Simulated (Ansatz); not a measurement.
**O_N in AlN (P6_3mc): charge-transition levels and formation energies**

Charge states of O_N in AlN (P6_3mc), set against the band edges. Model: a cell of 72 host atoms with 1 N taken out and 1 O put in.

Method: place-levels on r2SCAN runs: charge-transition levels and formation energies with image-charge correction and potential alignment at the atomic sites; PAW set soft_1, in Ansatz 0.2.0.

## Step 1: Set-up

The cell holds 72 atoms: 36 Al, 35 N and 1 O. Its edges and angles: a = 9.320 Å, b = 9.320 Å, c = 9.956 Å, α = 90.0°, β = 90.0°, γ = 120.0°. It derives from AlN (space group P6_3mc). Nearest the centre at fractional (0.556, 0.444, 0.440): O35 at 0.00 Å, Al26 at 1.89 Å, Al58 at 1.89 Å, Al34 at 1.89 Å, Al33 at 1.90 Å, N28 at 3.07 Å, N32 at 3.07 Å, N60 at 3.07 Å.

As a file:

```xyz
72
Lattice="9.3196 0.0000 0.0000 -4.6598 8.0710 0.0000 0.0000 0.0000 9.9565" Properties=species:S:1:pos:R:3 pbc="T T T"
Al    1.5533    0.8968    2.4852
Al    0.0000    1.7936    4.9743
N     1.5533    0.8968    4.3848
N     0.0000    1.7936    1.8957
Al    1.5533    0.8968    7.4634
Al    0.0000    1.7936    9.9525
N     1.5533    0.8968    9.3631
N     0.0000    1.7936    6.8739
Al    0.0000    3.5871    2.4852
Al   -1.5533    4.4839    4.9743
N     0.0000    3.5871    4.3848
N    -1.5533    4.4839    1.8957
Al    0.0000    3.5871    7.4634
Al   -1.5533    4.4839    9.9525
N     0.0000    3.5871    9.3631
N    -1.5533    4.4839    6.8739
Al   -1.5533    6.2774    2.4852
Al   -3.1065    7.1742    4.9743
N    -1.5533    6.2774    4.3848
N    -3.1065    7.1742    1.8957
Al   -1.5533    6.2774    7.4634
Al   -3.1065    7.1742    9.9525
N    -1.5533    6.2774    9.3631
N    -3.1065    7.1742    6.8739
Al    4.6598    0.8968    2.4852
Al    3.1065    1.7936    4.9743
N     4.6598    0.8968    4.3848
N     3.1065    1.7936    1.8957
Al    4.6598    0.8968    7.4634
Al    3.1065    1.7936    9.9525
N     4.6598    0.8968    9.3631
N     3.1065    1.7936    6.8739
Al    3.1065    3.5871    2.4852
Al    1.5533    4.4839    4.9743
O     3.1065    3.5871    4.3848
N     1.5533    4.4839    1.8957
Al    3.1065    3.5871    7.4634
Al    1.5533    4.4839    9.9525
N     3.1065    3.5871    9.3631
N     1.5533    4.4839    6.8739
Al    1.5533    6.2774    2.4852
Al    0.0000    7.1742    4.9743
N     1.5533    6.2774    4.3848
N     0.0000    7.1742    1.8957
Al    1.5533    6.2774    7.4634
Al    0.0000    7.1742    9.9525
N     1.5533    6.2774    9.3631
N     0.0000    7.1742    6.8739
Al    7.7663    0.8968    2.4852
Al    6.2130    1.7936    4.9743
N     7.7663    0.8968    4.3848
N     6.2130    1.7936    1.8957
Al    7.7663    0.8968    7.4634
Al    6.2130    1.7936    9.9525
N     7.7663    0.8968    9.3631
N     6.2130    1.7936    6.8739
Al    6.2130    3.5871    2.4852
Al    4.6598    4.4839    4.9743
N     6.2130    3.5871    4.3848
N     4.6598    4.4839    1.8957
Al    6.2130    3.5871    7.4634
Al    4.6598    4.4839    9.9525
N     6.2130    3.5871    9.3631
N     4.6598    4.4839    6.8739
Al    4.6598    6.2774    2.4852
Al    3.1065    7.1742    4.9743
N     4.6598    6.2774    4.3848
N     3.1065    7.1742    1.8957
Al    4.6598    6.2774    7.4634
Al    3.1065    7.1742    9.9525
N     4.6598    6.2774    9.3631
N     3.1065    7.1742    6.8739
```

The host's dielectric constants go in as inputs: (4.49, 4.49, 4.72) for the electrons alone, (8.15, 8.15, 9.65) with the ions, computed on the host (DFPT, PBEsol, on the r2SCAN cell), and a cell off the functional's own equilibrium shifts the ionic part.

The cell's shortest repeat is 9.3 Å.

## Step 2: The runs of each charge state

Levels follow from differences of total energies between charge states, each relaxed by itself.

Each atom starts 0.05 Å or so off its site in a random direction: a symmetric start keeps its symmetry, and would miss off-centre moves and Jahn–Teller distortions. Forces are taken at one point at (¼, ¼, ¼). The cell holds 1 electron more than the neutral one, with a uniform background that keeps it neutral on the whole.

The sampling was tested on the host first: at the k-points planned (1x1x1 shifted 0.25 0.25 0.25) its energy lies -0.014 eV an atom from the dense-mesh value, under the bound of 0.02 eV set for this test; that bounds the host's error, not the defect's.

One of the inputs; charge, spin and start change from state to state.

The input, qm1.relax/input.yaml:

```yaml
crystal:
  lattice:
    - [9.31956554, 9.0e-08, 0.0]
    - [-4.65978284, 8.07098046, 0.0]
    - [0.0, 0.0, 9.95647772]
  atoms:
    - { symbol: Al, position: [0.22222222, 0.11111111, 0.24960167] }
    - { symbol: Al, position: [0.11111111, 0.22222222, 0.49960167] }
    - { symbol: "N", position: [0.22222222, 0.11111111, 0.44039833] }
    - { symbol: "N", position: [0.11111111, 0.22222222, 0.19039833] }
    - { symbol: Al, position: [0.22222222, 0.11111111, 0.74960167] }
    - { symbol: Al, position: [0.11111111, 0.22222222, 0.99960167] }
    - { symbol: "N", position: [0.22222222, 0.11111111, 0.94039833] }
    - { symbol: "N", position: [0.11111111, 0.22222222, 0.69039833] }
    - { symbol: Al, position: [0.22222222, 0.44444444, 0.24960167] }
    - { symbol: Al, position: [0.11111111, 0.55555556, 0.49960167] }
    - { symbol: "N", position: [0.22222222, 0.44444444, 0.44039833] }
    - { symbol: "N", position: [0.11111111, 0.55555556, 0.19039833] }
    - { symbol: Al, position: [0.22222222, 0.44444444, 0.74960167] }
    - { symbol: Al, position: [0.11111111, 0.55555556, 0.99960167] }
    - { symbol: "N", position: [0.22222222, 0.44444444, 0.94039833] }
    - { symbol: "N", position: [0.11111111, 0.55555556, 0.69039833] }
    - { symbol: Al, position: [0.22222222, 0.77777778, 0.24960167] }
    - { symbol: Al, position: [0.11111111, 0.88888889, 0.49960167] }
    - { symbol: "N", position: [0.22222222, 0.77777778, 0.44039833] }
    - { symbol: "N", position: [0.11111111, 0.88888889, 0.19039833] }
    - { symbol: Al, position: [0.22222222, 0.77777778, 0.74960167] }
    - { symbol: Al, position: [0.11111111, 0.88888889, 0.99960167] }
    - { symbol: "N", position: [0.22222222, 0.77777778, 0.94039833] }
    - { symbol: "N", position: [0.11111111, 0.88888889, 0.69039833] }
    - { symbol: Al, position: [0.55555556, 0.11111111, 0.24960167] }
    - { symbol: Al, position: [0.44444444, 0.22222222, 0.49960167] }
    - { symbol: "N", position: [0.55555556, 0.11111111, 0.44039833] }
    - { symbol: "N", position: [0.44444444, 0.22222222, 0.19039833] }
    - { symbol: Al, position: [0.55555556, 0.11111111, 0.74960167] }
    - { symbol: Al, position: [0.44444444, 0.22222222, 0.99960167] }
    - { symbol: "N", position: [0.55555556, 0.11111111, 0.94039833] }
    - { symbol: "N", position: [0.44444444, 0.22222222, 0.69039833] }
    - { symbol: Al, position: [0.55555556, 0.44444444, 0.24960167] }
    - { symbol: Al, position: [0.44444444, 0.55555556, 0.49960167] }
    - { symbol: O, position: [0.55555556, 0.44444444, 0.44039833] }
    - { symbol: "N", position: [0.44444444, 0.55555556, 0.19039833] }
    - { symbol: Al, position: [0.55555556, 0.44444444, 0.74960167] }
    - { symbol: Al, position: [0.44444444, 0.55555556, 0.99960167] }
    - { symbol: "N", position: [0.55555556, 0.44444444, 0.94039833] }
    - { symbol: "N", position: [0.44444444, 0.55555556, 0.69039833] }
    - { symbol: Al, position: [0.55555556, 0.77777778, 0.24960167] }
    - { symbol: Al, position: [0.44444444, 0.88888889, 0.49960167] }
    - { symbol: "N", position: [0.55555556, 0.77777778, 0.44039833] }
    - { symbol: "N", position: [0.44444444, 0.88888889, 0.19039833] }
    - { symbol: Al, position: [0.55555556, 0.77777778, 0.74960167] }
    - { symbol: Al, position: [0.44444444, 0.88888889, 0.99960167] }
    - { symbol: "N", position: [0.55555556, 0.77777778, 0.94039833] }
    - { symbol: "N", position: [0.44444444, 0.88888889, 0.69039833] }
    - { symbol: Al, position: [0.88888889, 0.11111111, 0.24960167] }
    - { symbol: Al, position: [0.77777778, 0.22222222, 0.49960167] }
    - { symbol: "N", position: [0.88888889, 0.11111111, 0.44039833] }
    - { symbol: "N", position: [0.77777778, 0.22222222, 0.19039833] }
    - { symbol: Al, position: [0.88888889, 0.11111111, 0.74960167] }
    - { symbol: Al, position: [0.77777778, 0.22222222, 0.99960167] }
    - { symbol: "N", position: [0.88888889, 0.11111111, 0.94039833] }
    - { symbol: "N", position: [0.77777778, 0.22222222, 0.69039833] }
    - { symbol: Al, position: [0.88888889, 0.44444444, 0.24960167] }
    - { symbol: Al, position: [0.77777778, 0.55555556, 0.49960167] }
    - { symbol: "N", position: [0.88888889, 0.44444444, 0.44039833] }
    - { symbol: "N", position: [0.77777778, 0.55555556, 0.19039833] }
    - { symbol: Al, position: [0.88888889, 0.44444444, 0.74960167] }
    - { symbol: Al, position: [0.77777778, 0.55555556, 0.99960167] }
    - { symbol: "N", position: [0.88888889, 0.44444444, 0.94039833] }
    - { symbol: "N", position: [0.77777778, 0.55555556, 0.69039833] }
    - { symbol: Al, position: [0.88888889, 0.77777778, 0.24960167] }
    - { symbol: Al, position: [0.77777778, 0.88888889, 0.49960167] }
    - { symbol: "N", position: [0.88888889, 0.77777778, 0.44039833] }
    - { symbol: "N", position: [0.77777778, 0.88888889, 0.19039833] }
    - { symbol: Al, position: [0.88888889, 0.77777778, 0.74960167] }
    - { symbol: Al, position: [0.77777778, 0.88888889, 0.99960167] }
    - { symbol: "N", position: [0.88888889, 0.77777778, 0.94039833] }
    - { symbol: "N", position: [0.77777778, 0.88888889, 0.69039833] }
  host:
    repeats: [3, 3, 2]
    atoms:
      - { symbol: Al, position: [0.66666667, 0.33333333, 0.49920333] }
      - { symbol: Al, position: [0.33333333, 0.66666667, 0.99920333] }
      - { symbol: "N", position: [0.66666667, 0.33333333, 0.88079667] }
      - { symbol: "N", position: [0.33333333, 0.66666667, 0.38079667] }
total_charge: -1
basis:
  ecutwfc: 500
  xc_grid: 2
hamiltonian:
  xc: r2scan
  pseudopotentials: { kind: paw, azcp: { folder: soft_1 } }
kpoints:
  mp_grid: { grid: [1, 1, 1], shift: [0.25, 0.25, 0.25] }
scf:
  occupations: { method: fixed }
  max_iter: 100
output:
  forces: true
  charged_corrections:
    epsilon: [4.49, 4.49, 4.72]
    static_epsilon: [8.15, 8.15, 9.65]
    defect_position: [0.555556, 0.444444, 0.440398]
relax:
  f_tol: 0.02
  max_steps: 80
  random_displacement: { amplitude: 0.05, seed: 2517 }
checkpoint:
  write: "../qm1.relax.run"
  compress: false
  write_wavefunctions: true
  write_every: 100000
```

On the command line:

```bash
> ansatz run input.yaml --threads 4 --pin off --max-ram 7536MiB --backend cpu --events-out ev --progress --plain --runs-dir out
```

The relaxed structure is kept and the sampling changed to a 2×2×2 shifted mesh.

The run of this state that the levels use, under r2SCAN:

The input, qm1.point/input.yaml:

```yaml
crystal:
  checkpoint: "../qm1.relax.run"
  host: checkpoint
total_charge: -1
basis:
  ecutwfc: 500
  xc_grid: 2
hamiltonian:
  xc: r2scan
  pseudopotentials: { kind: paw, azcp: { folder: soft_1 } }
kpoints:
  mp_grid: { grid: [2, 2, 2], shift: [0.5, 0.5, 0.5] }
scf:
  occupations: { method: fermi_dirac, width: 0.01 }
  max_iter: 100
output:
  forces: true
  eigenvalues: true
  charged_corrections:
    epsilon: [4.49, 4.49, 4.72]
    static_epsilon: [8.15, 8.15, 9.65]
    defect_position: [0.555556, 0.444444, 0.440398]
  eigenstates: { localisation: true }
  populations: true
  band_densities: [{ bands: [v1, v1] }, { bands: [c1, c1] }]
  write_density: true
  write_potential: true
  volumetric_format: npy
  elf: true
checkpoint:
  read: "../qm1.relax.run"
  write: "../qm1.point.run"
  compress: false
  write_wavefunctions: false
  write_every: 100000
```

Relaxations under r2SCAN at one point at (¼, ¼, ¼); times on 4 threads of Intel Xeon Platinum 8259CL at 2.50GHz (Skylake/Cascade Lake), shared host:

| charge | moment (μB) | occupations | outcome | steps | largest displacement against the far atoms (Å) | time |
| --- | --- | --- | --- | --- | --- | --- |
| −1 | 0 | fixed | converged | 15 | 0.89 | 3.1 min |
| 0 | 1 | fixed | converged | 8 | 0.24 | 4.8 min |
| +1 | 0 | fixed | converged | 5 | 0.08 | 91 s |

Single points under r2SCAN at a 2×2×2 shifted mesh; times on 4 threads of Intel Xeon Platinum 8259CL at 2.50GHz (Skylake/Cascade Lake), shared host:

| charge | moment (μB) | occupations | outcome | time |
| --- | --- | --- | --- | --- |
| −1 | 0 | fermi-dirac | converged | 85 s |
| 0 | 1 | fermi-dirac | converged | 3.6 min |
| +1 | 0 | fermi-dirac | converged | 83 s |

Distances (Å) from O35 to the nearest atoms after relaxation with r2SCAN:

| charge | moment (μB) | 1. | 2. | 3. | 4. | 5. | 6. |
| --- | --- | --- | --- | --- | --- | --- | --- |
| −1 | 0 | Al 1.74 | Al 1.83 | Al 1.84 | N 2.60 | N 2.60 | N 2.65 |
| 0 | 1 | Al 1.85 | Al 1.86 | Al 2.03 | Al 2.03 | N 2.87 | N 2.96 |
| +1 | 0 | Al 1.95 | Al 1.95 | Al 1.96 | Al 1.97 | N 3.04 | N 3.04 |

## Step 3: Levels against the band edges, r2SCAN

A charged cell interacts with its images and the background, and its potential has another zero than the host's. place-levels removes the first by a point-charge model, screened by the static dielectric constant since the ions have relaxed around the charge, and the second by comparing potentials at atoms far from the defect.

The host is a run of the defect-free crystal in the same cutoffs, grids and k-points, so that basis and sampling errors cancel in part in the differences. The host is run in a cell of 8 atoms on a matching mesh. Its band edges are searched through the zone by a band path, so the gap is smaller than, or equal to, that on the mesh. Chemical potentials are energies per atom of N (N2 molecule) and O (O2 molecule), run with the same functional and cutoff.

The input, levels.point.yaml:

```yaml
host:
  run: host.point.run
states: [qm1.point.run, q0_M1.point.run, qp1.point.run]
geometry_from:
  qm1.point.run: qm1.relax.run
  q0_M1.point.run: q0_M1.relax.run
  qp1.point.run: qp1.relax.run
  host.point.run: host.relax.run
chemical_potentials:
  "N":
    energy: -384.814403
    dataset: "<sha256 of the dataset>"
  O:
    energy: -565.989614
    dataset: <sha256 of the dataset>
epsilon: [4.49, 4.49, 4.72]
static_epsilon: [8.15, 8.15, 9.65]
vertical:
  - { from: qm1.point.run, to: qm1.point_neutral.run }
  - { from: qp1.point.run, to: qp1.point_neutral.run }
```

On the command line:

```bash
> ansatz place-levels levels.point.yaml -- --threads 4 --pin off --max-ram 7536MiB
```

Numbers of over 12 decimals in the logs are rounded to 6 here.

Log:

```text
[... repeated set-up lines and file paths are left out, and long positions are rounded to six places ...]
(+1/0) 4.727 eV above the valence edge, 0.151 eV under the conduction edge; not on the lower envelope
(0/-1) 4.507 eV above the valence edge, 0.371 eV under the conduction edge; not on the lower envelope
(+1/-1) 4.617 eV above the valence edge, 0.261 eV under the conduction edge: charges between them are lowest nowhere
formation energy of charge +1: -4.321 eV with the Fermi level at the valence edge
formation energy of charge 0: +0.406 eV with the Fermi level at the valence edge
formation energy of charge -1: +4.913 eV with the Fermi level at the valence edge
vertical -1 to 0: no energy, since no alignment is typed
  the change from vertical[0].from (qm1.point.run) to vertical[0].to (qm1.point_neutral.run): by its potential at epsilon [4.49, 4.49, 4.72] it stands at 0.600 0.483 0.540, with an rms radius of about 1.5 Å (1.0 0.8 0.8 Å across the planes of the cell's [...]
vertical +1 to 0: no energy, since no alignment is typed
  the change from vertical[1].from (qp1.point.run) to vertical[1].to (qp1.point_neutral.run): by its potential at epsilon [4.49, 4.49, 4.72] it stands at 0.536 0.464 0.478, with an rms radius of about 3.6 Å (2.0 2.0 2.3 Å across the planes of the cell's [...]
  edges by r2scan, gap 4.878 eV; the host is sampled to repeats of 18.64 Å
  the defect's cells are sampled to repeats of 18.64 Å, like sampling
  charge +1: -33617.9262 eV with its correction of +0.259 eV, at epsilon [8.15, 8.15, 9.65], aligned at sites: -0.0035 eV, mean over 33 atomic sites at or beyond 4.66 Å from the host's site at [0.5554, 0.4446, 0.4403] by the defect at [0.5556, 0.4444, [...]
  charge 0: +0.000 eV for its dipole among its images, +0.000 omitted
  charge -1: -33594.8559 eV with its correction of +0.216 eV, at epsilon [8.15, 8.15, 9.65], aligned at sites: +0.0467 eV, mean over 33 atomic sites at or beyond 4.66 Å from the host's site at [0.5554, 0.4446, 0.4403] by the defect at [0.5556, 0.4444, [...]
  of states[2] (qp1.point.run): it parts from the run at its places by a charge that spreads by about 2 Å along one vector (1.4 Å or more is wide), by its potential at epsilon [4.49, 4.49, 4.72], taken for that of held ions (one typed too small widens it), [...]
  of states[1] (q0_M1.point.run): its displacements don't fall off away from the defect: farther atoms stand 0.012 Å off the host's places. [...]
  of states[0] (qm1.point.run): its displacements don't fall off away from the defect: farther atoms stand 0.031 Å off the host's places. [...]
  of vertical[0].from (qm1.point.run): its displacements don't fall off away from the defect: farther atoms stand 0.031 Å off the host's places. [...]
  of vertical[0].to (qm1.point_neutral.run): its displacements don't fall off away from the defect: farther atoms stand 0.031 Å off the host's places. [...]
  of vertical[1].from (qp1.point.run): it parts from the run at its places by a charge that spreads by about 2 Å along one vector (1.4 Å or more is wide), by its potential at epsilon [4.49, 4.49, 4.72], taken for that of held ions (one typed too small widens [...]
  of vertical[1].to (qp1.point_neutral.run): its moments are held at its close (magnetization.spin_locking), by a field of 0.122 eV a Bohr magneton, and its energy and levels are of the state that this holds: a run that lets them go can end lower; [...]
```

The job ended after 0.73 s (4 threads of Intel Xeon Platinum 8259CL at 2.50GHz (Skylake/Cascade Lake), shared host).

[end of part 1 of 2]

[Logs are printed without paths, hosts, clocks, repeated set-up lines and the standing remarks that a program may print on its own settings, such as how far it seeks lower states.]

[Hosts, paths, dates, database ids (printed as entryN), source tags and the programs' standing remarks are cut or masked in the printed files.]

[Where a table of states has a column of steps, it counts the stored structures, which are thinned; the runs took as many ionic steps or more.]

[A defect's name tells the site on which it was built; relaxed atoms can leave that site.]

[For some hosts the program warned that the k-mesh of the response run may be too coarse for force constants and the static dielectric constant; such warnings are not shown here.]
